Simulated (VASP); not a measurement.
ZnO (zincite):

```
CELL_PARAMETERS angstrom
3.24931 0.00000 0.00000
-1.62465 2.81398 0.00000
0.00000 0.00000 5.20571
ATOMIC_POSITIONS crystal
Zn 0.33333 0.66667 0.50000
Zn 0.66667 0.33333 0.00000
O 0.66667 0.33333 0.37901
O 0.33333 0.66667 0.87901
```

Base run:

```yaml
Program: VASP 6.6.1
Functional: PBE
Potentials_or_basis: VASP PAW PBE potentials, release 64 (Zn, O)
Cutoff: 520 eV
k_mesh: 8 × 8 × 5
Occupations: fermi-dirac, width 0.02 eV
Spin: no spin polarisation
```

Its results: band gap on the k mesh 0.79 eV, direct; pressure 6.0 GPa; largest force 0.074 eV/Å.

Q: The run is repeated on the same cell with these changes: functional from PBE to r2SCAN. What comes out?

A: Band gap on the k mesh 1.23 eV, direct; pressure -0.2 GPa; largest force 0.086 eV/Å.

r2SCAN gives the wider gap, since meta-GGAs in the generalised Kohn-Sham scheme recover part of the derivative discontinuity.

Caveats: the PAW data sets were made with another functional, which shifts forces and pressure a little (some runs).

